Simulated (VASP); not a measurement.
## VASP 6.6.1 run: ZnSe

INCAR

```
NSW = 0
NELM = 120
LCHARG = .FALSE.
LWAVE = .FALSE.
NBANDS = 16
ENCUT = 350
SIGMA = 0.01
ISMEAR = 0
LREAL = .FALSE.
GGA = CA
LASPH = .TRUE.
PREC = Accurate
EDIFF = 1E-7
ISIF = 2
IBRION = -1
```

KPOINTS

```
KPOINTS created by Atomic Simulation Environment
0
Gamma
8 8 8
0 0 0
```

POSCAR

```
Zn Se
 1.0000000000000000
     0.0000000000000000    2.8324206797113822    2.8324206797113822
     2.8324206797113822    0.0000000000000000    2.8324206797113822
     2.8324206797113822    2.8324206797113822    0.0000000000000000
 Zn  Se
   1   1
Cartesian
  0.0000000000000000 -0.0000000000000000  0.0000000000000000
  1.4162103398556911  1.4162103398556911  1.4162103398556911
```

The recommended LDA PAW datasets give the neutral cell 18 valence electrons.

Command

```
mpirun -np 1 vasp_std
```

OSZICAR

```
N       E                     dE             d eps       ncg     rms          rms(c)
DAV:   1     0.697861455130E+02    0.69786E+02   -0.70836E+03   928   0.974E+02
DAV:   2    -0.376045245138E+01   -0.73547E+02   -0.69481E+02  1112   0.206E+02
DAV:   3    -0.763005003208E+01   -0.38696E+01   -0.38614E+01  1056   0.500E+01
DAV:   4    -0.765638665072E+01   -0.26337E-01   -0.26335E-01  1248   0.454E+00
DAV:   5    -0.765652106255E+01   -0.13441E-03   -0.13441E-03  1096   0.281E-01    0.482E+00
DAV:   6    -0.738128621289E+01    0.27523E+00   -0.53705E-01  1384   0.238E+01    0.367E+00
DAV:   7    -0.735553394467E+01    0.25752E-01   -0.13808E-01  1112   0.349E+00    0.153E+00
DAV:   8    -0.735111855938E+01    0.44154E-02   -0.31273E-03  1400   0.717E-01    0.395E-01
DAV:   9    -0.735058242740E+01    0.53613E-03   -0.89999E-04  1064   0.230E-01    0.574E-02
DAV:  10    -0.735059838087E+01   -0.15953E-04   -0.90710E-05  1152   0.923E-02    0.150E-02
DAV:  11    -0.735059381054E+01    0.45703E-05   -0.10801E-05  1360   0.527E-02    0.392E-03
DAV:  12    -0.735059389420E+01   -0.83660E-07   -0.17944E-06  1064   0.883E-03    0.127E-03
DAV:  13    -0.735059390695E+01   -0.12742E-07   -0.57354E-08   832   0.267E-03
   1 F= -.73505939E+01 E0= -.73505939E+01  d E =-.182250E-36
```

From OUTCAR

```
k-points           NKPTS =     29   k-points in BZ     NKDIM =     29   number of bands    NBANDS=     16

   NELECT =      18.0000    total number of electrons

   dimension x,y,z NGX =    24 NGY =   24 NGZ =   24
   dimension x,y,z NGXF=    48 NGYF=   48 NGZF=   48

  energy-cutoff  :      350.00
  volume of cell :       45.45
      direct lattice vectors                 reciprocal lattice vectors
     0.000000000  2.832420680  2.832420680    -0.176527450  0.176527450  0.176527450
     2.832420680  0.000000000  2.832420680     0.176527450 -0.176527450  0.176527450
     2.832420680  2.832420680  0.000000000     0.176527450  0.176527450 -0.176527450

 k-points in reciprocal lattice and weights: KPOINTS created by Atomic Simulation Env
   0.00000000  0.00000000  0.00000000       0.002
   0.12500000  0.00000000  0.00000000       0.016
   0.25000000  0.00000000  0.00000000       0.016
   0.37500000  0.00000000  0.00000000       0.016
   0.50000000  0.00000000  0.00000000       0.008
   0.12500000  0.12500000  0.00000000       0.012
   0.25000000  0.12500000  0.00000000       0.047
   0.37500000  0.12500000  0.00000000       0.047
   ...

 E-fermi :   1.6086

 k-point     1 :       0.0000    0.0000    0.0000
  band No.  band energies     occupation
      1     -11.7792      2.00000
      2      -5.1455      2.00000
      3      -5.1455      2.00000
      4      -5.1455      2.00000
      5      -4.7839      2.00000
      6      -4.7839      2.00000
      7       1.5225      2.00000
      8       1.5225      2.00000
      9       1.5225      2.00000
     10       2.5935      0.00000
     11       7.2205      0.00000
     12       7.2205      0.00000
     13       7.2205      0.00000
     14      11.1689      0.00000
     15      13.0004      0.00000
     16      13.0004      0.00000

 k-point     2 :       0.1250    0.0000    0.0000
  band No.  band energies     occupation
      1     -11.6777      2.00000
      2      -5.1389      2.00000
      3      -5.1301      2.00000
      4      -5.1301      2.00000
      5      -4.7854      2.00000
      6      -4.7854      2.00000
      7       0.1437      2.00000
      8       1.3679      2.00000
      9       1.3679      2.00000
     10       3.6318      0.00000
     11       7.1402      0.00000
     12       7.4759      0.00000
     13       7.4759      0.00000
     14      12.0561      0.00000
     15      12.1568      0.00000
     16      12.1568      0.00000

 k-point     3 :       0.2500    0.0000    0.0000
  band No.  band energies     occupation
      1     -11.4137      2.00000
      2      -5.0958      2.00000
      3      -5.0958      2.00000
      4      -5.0834      2.00000
      5      -4.7840      2.00000
      6      -4.7840      2.00000
      7      -1.5969      2.00000
      8       1.0390      2.00000
      9       1.0390      2.00000
     10       4.1012      0.00000
     11       7.8559      0.00000
     12       7.8559      0.00000
     13       7.9336      0.00000
     14      11.9051      0.00000
     15      11.9051      0.00000
     16      11.9929      0.00000

 ...

  Total       -0.9209907     -0.9209907     -0.9209907     -0.0000000      0.0000000      0.0000000
  in kB      -32.4685266    -32.4685266    -32.4685266     -0.0000000      0.0000000      0.0000000
  external PRESSURE =     -32.4685266 kB  Pullay stress =       0.0000000 kB

 POSITION                                       TOTAL-FORCE (eV/Angst)
 -----------------------------------------------------------------------------------
      0.00000      0.00000      0.00000        -0.000000     -0.000000     -0.000000
      1.41621      1.41621      1.41621         0.000000      0.000000      0.000000
 -----------------------------------------------------------------------------------
    total drift:                               -0.000003     -0.000003     -0.000002

  FREE ENERGIE OF THE ION-ELECTRON SYSTEM (eV)
  ---------------------------------------------------
  free  energy   TOTEN  =        -7.3505939069 eV

  energy  without entropy=       -7.3505939069  energy(sigma->0) =       -7.35059391
```

It converged. Results: gap between bands v and c on the k mesh 1.07 eV; least direct gap on the k mesh 1.07 eV; pressure -3.2 GPa. Band v is the last that the valence electrons fill when counted band by band, and c is the next.

For comparison, a separate LDA run of the intended cell, on usual settings and not on those above, gives a gap of 1.07 eV on its mesh and a pressure of -3.0 GPa.

The run above took about 6.9 s on one core of a shared host (Intel Xeon Platinum 8488C) and held 0.13 GiB at most.
